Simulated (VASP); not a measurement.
# C (Diamond): zone-centre modes, functional by functional, part 3 of 3

How much do the zone-centre frequencies of C (Diamond) depend on the functional? The starting structure is a measured crystal structure from the Crystallography Open Database.

VASP 6.6.1.

Results so far: LDA T2g 1321.5 cm⁻¹; LDA at the measured cell T2g 1287.3 cm⁻¹; PBEsol T2g 1307.9 cm⁻¹; PBE T2g 1292.5 cm⁻¹; PBEsol + D3(BJ) T2g 1318.5 cm⁻¹.

**7. Modes with r2SCAN**

Level of this step: r2SCAN; plane waves and PAW (C) (VASP).

r2SCAN adds the kinetic-energy density, costs more than a GGA and is run with LASPH. The cell comes from a relaxation at this level, not shown (11.31 Å³).

Input file INCAR:

```
SYSTEM = C
PREC = Accurate
ENCUT = 520
EDIFF = 1E-08
NELM = 100
ISMEAR = 0
SIGMA = 0.03
LREAL = .FALSE.
ALGO = Normal
METAGGA = R2SCAN
LASPH = .TRUE.
NBANDS = 10
LORBIT = 11
LWAVE = .FALSE.
LCHARG = .FALSE.
KPAR = 4
IBRION = 6
NFREE = 2
POTIM = 0.015
NSW = 1
ISIF = 2
```

Input file POSCAR:

```
C
1.0
    0.0000000000      1.7815724865      1.7815724865
    1.7815724865      0.0000000000      1.7815724865
    1.7815724865      1.7815724865      0.0000000000
C
2
Direct
    0.7500000000      0.7500000000      0.7500000000
    0.5000000000      0.5000000000      0.5000000000
```

Input file KPOINTS:

```
Automatic mesh
0
Gamma
14 14 14
0 0 0
```

PAW data sets: C (PBE family, release 64).

On the command line:

```sh
> mpirun -np 4 vasp_std
```

The log of the run:

```text
[banner, memory and clock lines left out]
running    4 mpi-ranks, on    1 nodes
[...]
[... a notice as in an earlier step ...]

 LDA part: xc-table for (None), standard interpolation
 POSCAR, INCAR and KPOINTS ok, starting setup
[...]
entering main loop
       N       E                     dE             d eps       ncg     rms          rms(c)
DAV:   1    -0.193974982448E+01   -0.19397E+01   -0.49234E+03  2208   0.789E+02
DAV:   2    -0.215984414912E+02   -0.19659E+02   -0.19145E+02  2904   0.132E+02
DAV:   3    -0.219484234467E+02   -0.34998E+00   -0.34891E+00  2432   0.139E+01
DAV:   4    -0.219491421195E+02   -0.71867E-03   -0.71864E-03  2280   0.725E-01
[...]
DAV:  11    -0.196573757646E+02   -0.16310E-06   -0.74831E-07  2278   0.832E-03    0.563E-04
DAV:  12    -0.196573757250E+02    0.39591E-07   -0.84490E-09  1840   0.770E-04    0.486E-04
DAV:  13    -0.196573757240E+02    0.98885E-09   -0.20443E-10  1126   0.160E-04
   1 F= -.19657376E+02 E0= -.19657376E+02  d E =-.782629E-15
 Found     1 degrees of freedom:
[...]
DAV:   6    -0.196530252382E+02   -0.15006E-07   -0.60669E-08  9594   0.229E-03    0.216E-04
DAV:   7    -0.196530252359E+02    0.22843E-08   -0.11461E-09  4682   0.327E-04
   2 F= -.19653025E+02 E0= -.19653025E+02  d E =-.997563E-39
 Finite differences progress:
  Degree of freedom:   1/  1
  Displacement:        1/  2
  Total:               1/  2
[...]
N       E                     dE             d eps       ncg     rms          rms(c)
DAV:   1    -0.196510471069E+02    0.19781E-02   -0.12029E+00  8596   0.832E+00    0.237E-01
DAV:   2    -0.196531861668E+02   -0.21391E-02   -0.76997E-03  9640   0.829E-01    0.149E-01
DAV:   3    -0.196530286289E+02    0.15754E-03   -0.95095E-04  9246   0.254E-01    0.143E-02
DAV:   4    -0.196530258464E+02    0.27825E-05   -0.37654E-05  9584   0.605E-02    0.860E-03
DAV:   5    -0.196530252072E+02    0.63922E-06   -0.51048E-06  9186   0.185E-02    0.611E-04
DAV:   6    -0.196530252204E+02   -0.13227E-07   -0.21639E-07  9708   0.426E-03    0.367E-04
DAV:   7    -0.196530252233E+02   -0.28338E-08   -0.48954E-09  5414   0.694E-04
   3 F= -.19653025E+02 E0= -.19653025E+02  d E =-.100391E-38
 Finite differences progress:
  Degree of freedom:   1/  1
  Displacement:        2/  2
  Total:               2/  2
```

Elapsed: 33 s, on 4 MPI ranks of Intel Xeon 6975P-C (Granite Rapids), shared host; peak memory 0.7 GiB; 2.1 min of CPU time.

Parts of OUTCAR (step 7):

```text
  Total        0.0047639      0.0086507      0.0086507      0.0000000      0.0363627      0.0000000
  in kB        0.6748947      1.2255221      1.2255221      0.0000000      5.1514179      0.0000000
  external PRESSURE =       1.0419796 kB  Pullay stress =       0.0000000 kB

 POSITION                                       TOTAL-FORCE (eV/Angst)
 -----------------------------------------------------------------------------------
      2.65736      2.67236      2.67236         0.579967      0.000000      0.000000
      1.78157      1.78157      1.78157        -0.579967      0.000000      0.000000
 -----------------------------------------------------------------------------------
    total drift:                               -0.000010     -0.000000     -0.000000

  FREE ENERGIE OF THE ION-ELECTRON SYSTEM (eV)
  ---------------------------------------------------
  free  energy   TOTEN  =       -19.6530252233 eV

  energy  without entropy=      -19.6530252233  energy(sigma->0) =      -19.65302522

[... 1 part as in an earlier step ...]

[... 2 further parts left out ...]
[key lines of the parts left out:]
E-fermi :  10.2653
```

With r2SCAN the mode is T2g 1323.1 cm⁻¹, +1.6 cm⁻¹ from LDA.

**8. Modes with r2SCAN + rVV10**

rVV10 adds a nonlocal correlation energy for dispersion. The cell comes from a relaxation at this level, not shown (11.29 Å³).

Changes to INCAR since step 7:

```diff
@@ -10,2 +10,6 @@
 METAGGA = R2SCAN
+LUSE_VDW = .TRUE.
+IVDW_NL = 2
+BPARAM = 11.95
+CPARAM = 0.0093
 LASPH = .TRUE.
```

Input file POSCAR:

```
C
1.0
    0.0000000000      1.7803916124      1.7803916124
    1.7803916124      0.0000000000      1.7803916124
    1.7803916124      1.7803916124      0.0000000000
C
2
Direct
    0.7500000000      0.7500000000      0.7500000000
    0.5000000000      0.5000000000      0.5000000000
```

KPOINTS is that of step 7.

On the command line:

```sh
> mpirun -np 4 vasp_std
```

The log of the run:

```text
[banner, memory and clock lines left out]
running    4 mpi-ranks, on    1 nodes
[...]
|                                                                             |
|               ----> ADVICE to this user running VASP <----                  |
|                                                                             |
|     You have switched on vdW-DFT.                                           |
|     This routine was written and supplied by Jiri Klimes. We recommend      |
|     that you carefully read and cite the following publications:            |
|       J. Klimes, D.R. Bowler, A. Michelides                                 |
|          J. Phys.: Cond Matt. 22 022201 (2010)                              |
|       J. Klimes, D.R. Bowler, A. Michelides                                 |
|          Phys. Rev. B. 83, 195131 (2011)                                    |
|     and references therein.                                                 |
|                                                                             |

[...]
Total rVV10 correction in eV:      0.0759591     8.0925839
Total rVV10 correction in eV:      0.0759591     8.0925839
Total rVV10 correction in eV:      0.0759591     8.0925839
Total rVV10 correction in eV:      0.0759591     8.0925839
DAV:   6    -0.195767217222E+02   -0.12868E-07   -0.21671E-07  9686   0.426E-03    0.362E-04
Total rVV10 correction in eV:      0.0759590     8.0925839
Total rVV10 correction in eV:      0.0759590     8.0925839
Total rVV10 correction in eV:      0.0759590     8.0925839
Total rVV10 correction in eV:      0.0759590     8.0925839
DAV:   7    -0.195767217246E+02   -0.23801E-08   -0.46696E-09  5378   0.673E-04
Total rVV10 correction in eV:      0.0759590     8.0925839
Total rVV10 correction in eV:      0.0759590     8.0925839
Total rVV10 correction in eV:      0.0759590     8.0925839
Total rVV10 correction in eV:      0.0759590     8.0925839
Total rVV10 correction in eV:      0.0759590     8.0925839
Total rVV10 correction in eV:      0.0759590     8.0925839
Total rVV10 correction in eV:      0.0759590     8.0925839
Total rVV10 correction in eV:      0.0759590     8.0925839
   3 F= -.19576722E+02 E0= -.19576722E+02  d E =-.813113E-34
 Finite differences progress:
  Degree of freedom:   1/  1
  Displacement:        2/  2
  Total:               2/  2
```

The job ended after 50 s (4 MPI ranks; peak memory 0.82 GiB).

OUTCAR, selected parts (step 8):

```text
  Total        0.0049549      0.0089324      0.0089324      0.0000000      0.0399336      0.0000000
  in kB        0.7033446      1.2679489      1.2679489      0.0000000      5.6685574      0.0000000
  external PRESSURE =       1.0797474 kB  Pullay stress =       0.0000000 kB

 POSITION                                       TOTAL-FORCE (eV/Angst)
 -----------------------------------------------------------------------------------
      2.65559      2.67059      2.67059         0.581865      0.000000      0.000000
      1.78039      1.78039      1.78039        -0.581865      0.000000      0.000000
 -----------------------------------------------------------------------------------
    total drift:                               -0.000008     -0.000000     -0.000000

  FREE ENERGIE OF THE ION-ELECTRON SYSTEM (eV)
  ---------------------------------------------------
  free  energy   TOTEN  =       -19.5767217246 eV

  energy  without entropy=      -19.5767217246  energy(sigma->0) =      -19.57672172

[... 1 part as in an earlier step ...]

[... 2 further parts left out ...]
[key lines of the parts left out:]
E-fermi :  10.2811
```

With r2SCAN + rVV10 the mode is T2g 1325.3 cm⁻¹, +3.8 cm⁻¹ from LDA.

**9. Modes with HSE06**

HSE06 mixes in a quarter of exact exchange at short range, at far higher cost; in semiconductors this cures much of the gap error, while metals seldom gain. This run uses a 10×10×10 mesh. The cell comes from a relaxation at this level, not shown (11.16 Å³). Its starting orbitals come from a semilocal run on the same mesh, not shown.

Changes to INCAR since step 8:

```diff
@@ -9,9 +9,9 @@
 ALGO = Normal
-METAGGA = R2SCAN
-LUSE_VDW = .TRUE.
-IVDW_NL = 2
-BPARAM = 11.95
-CPARAM = 0.0093
+LHFCALC = .TRUE.
+AEXX = 0.25
+GGA = PE
+HFSCREEN = 0.2
 LASPH = .TRUE.
 NBANDS = 10
+PRECFOCK = Fast
 LORBIT = 11
```

Input file POSCAR:

```
C
1.0
    0.0000000000      1.7738625704      1.7738625704
    1.7738625704      0.0000000000      1.7738625704
    1.7738625704      1.7738625704      0.0000000000
C
2
Direct
    0.7500000000      0.7500000000      0.7500000000
    0.5000000000      0.5000000000      0.5000000000
```

Input file KPOINTS:

```
Automatic mesh
0
Gamma
10 10 10
0 0 0
```

On the command line:

```sh
> mpirun -np 4 vasp_std
```

The log of the run:

```text
[banner, memory and clock lines left out]
running    4 mpi-ranks, on    1 nodes
[...]
LDA part: xc-table for (Slater+PW92), standard interpolation
 found WAVECAR, reading the header
 POSCAR, INCAR and KPOINTS ok, starting setup
[...]
reading WAVECAR
 the WAVECAR file was read successfully
 initial charge from wavefunction
 entering main loop
       N       E                     dE             d eps       ncg     rms          rms(c)
DAV:   1    -0.210903998558E+02   -0.21090E+02   -0.30315E-01   982   0.435E+00    0.642E-01
DAV:   2    -0.210925234871E+02   -0.21236E-02   -0.40874E-03  1046   0.547E-01    0.407E-01
DAV:   3    -0.210922343235E+02    0.28916E-03   -0.66091E-05  1046   0.834E-02    0.233E-01
DAV:   4    -0.210921234606E+02    0.11086E-03   -0.20506E-05  1000   0.460E-02    0.133E-01
[...]
DAV:  10    -0.210920703350E+02    0.14689E-07   -0.56580E-08  1006   0.235E-03    0.442E-03
DAV:  11    -0.210920703544E+02   -0.19427E-07   -0.18424E-08   842   0.132E-03    0.276E-03
[...]
DAV:  11    -0.210873854585E+02    0.25531E-07   -0.14102E-08  1918   0.909E-04    0.747E-04
DAV:  12    -0.210873854488E+02    0.96720E-08   -0.61369E-09  1898   0.614E-04
   2 F= -.21087385E+02 E0= -.21087385E+02  d E =-.368128E-23
 Finite differences progress:
  Degree of freedom:   1/  1
  Displacement:        1/  2
  Total:               1/  2
[...]
N       E                     dE             d eps       ncg     rms          rms(c)
DAV:   1    -0.210839165316E+02    0.34689E-02   -0.12609E+00  3432   0.866E+00    0.237E-01
DAV:   2    -0.210880039981E+02   -0.40875E-02   -0.77680E-03  3982   0.816E-01    0.162E-01
DAV:   3    -0.210875899137E+02    0.41408E-03   -0.21566E-04  4074   0.123E-01    0.950E-02
DAV:   4    -0.210874503127E+02    0.13960E-03   -0.11364E-04  3922   0.875E-02    0.548E-02
[...]
DAV:  12    -0.210873854521E+02    0.36383E-07   -0.20548E-08  2094   0.109E-03    0.899E-04
DAV:  13    -0.210873854377E+02    0.14473E-07   -0.90858E-09  1914   0.741E-04    0.546E-04
DAV:  14    -0.210873854325E+02    0.51913E-08   -0.30917E-09  1836   0.436E-04
   3 F= -.21087385E+02 E0= -.21087385E+02  d E =-.367002E-23
 Finite differences progress:
  Degree of freedom:   1/  1
  Displacement:        2/  2
  Total:               2/  2
```

Wall time 16 min (4 MPI ranks); peak memory 1.1 GiB; 65 min of CPU time.

From OUTCAR (step 9):

```text
  Total        0.0030107      0.0081842      0.0081842      0.0000000      0.0651528      0.0000000
  in kB        0.4321024      1.1746179      1.1746179      0.0000000      9.3509126      0.0000000
  external PRESSURE =       0.9271127 kB  Pullay stress =       0.0000000 kB

 POSITION                                       TOTAL-FORCE (eV/Angst)
 -----------------------------------------------------------------------------------
      2.64579      2.66079      2.66079         0.624464      0.000000      0.000000
      1.77386      1.77386      1.77386        -0.624464      0.000000      0.000000
 -----------------------------------------------------------------------------------
    total drift:                                0.000480     -0.000001     -0.000000

  FREE ENERGIE OF THE ION-ELECTRON SYSTEM (eV)
  ---------------------------------------------------
  free  energy   TOTEN  =       -21.0873854325 eV

  energy  without entropy=      -21.0873854325  energy(sigma->0) =      -21.08738543

[... 3 further parts left out ...]
[key lines of the parts left out:]
E-fermi :   9.7910
```

With HSE06 the mode is T2g 1373.0 cm⁻¹, +51.5 cm⁻¹ from LDA.

**10. All runs side by side**

```
                     run     T2g                method  core minutes
                     LDA  1321.5   perturbation theory          1.09
LDA at the measured cell  1287.3   perturbation theory          1.11
                  PBEsol  1307.9   perturbation theory          1.21
                     PBE  1292.5   perturbation theory          1.27
         PBEsol + D3(BJ)  1318.5  finite displacements         0.507
                  r2SCAN  1323.1  finite displacements           2.2
          r2SCAN + rVV10  1325.3  finite displacements          3.33
                   HSE06  1373.0  finite displacements          65.5
```

Modes are in cm⁻¹, degenerate ones as one, matched between runs by symmetry and order. A number in brackets counts the listed modes of one symmetry from the lowest. The symmetry labels come from an automatic analysis and can be wrong where levels nearly coincide. Core minutes are wall time times ranks of the run shown, on a shared host.

**11. Results**

```yaml
t2g_lda: 1321.5 cm⁻¹
t2g_lda_at_the_measured_cell: 1287.3 cm⁻¹
t2g_pbesol: 1307.9 cm⁻¹
t2g_pbe: 1292.5 cm⁻¹
t2g_pbesol_d3_bj: 1318.5 cm⁻¹
t2g_r2scan: 1323.1 cm⁻¹
t2g_r2scan_rvv10: 1325.3 cm⁻¹
t2g_hse06: 1373.0 cm⁻¹
```

**Reading.** On the cells relaxed at each level, the T2g mode of C (Diamond) lies between 1293 cm⁻¹ (PBE) and 1373 cm⁻¹ (HSE06, on a 10×10×10 mesh). Taking the measured cell, +2.6 % in volume, instead of the one relaxed with LDA moves T2g by -34.2 cm⁻¹. Some levels use perturbation theory and the others finite displacements, so their times can't be compared. LASPH is on in some of these runs and off in others, which adds a little to the differences. The dielectric constants and Born charges in the logs aren't compared here; at a small gap they can be far off, and in a run without a gap they mean nothing. HSE06 ran on a coarser mesh (10×10×10), which moves cell and modes too. The frequencies are harmonic. Further runs on this material are not shown.

[Lines on the potential files, build, host, timing and source positions are cut from VASP's logs without a mark.]

[Logs are printed without paths, hosts, clocks, repeated set-up lines and the standing remarks that a program may print on its own settings, such as how far it seeks lower states.]

[Hosts, paths, dates, database ids (printed as entryN), source tags and the programs' standing remarks are cut or masked in the printed files.]
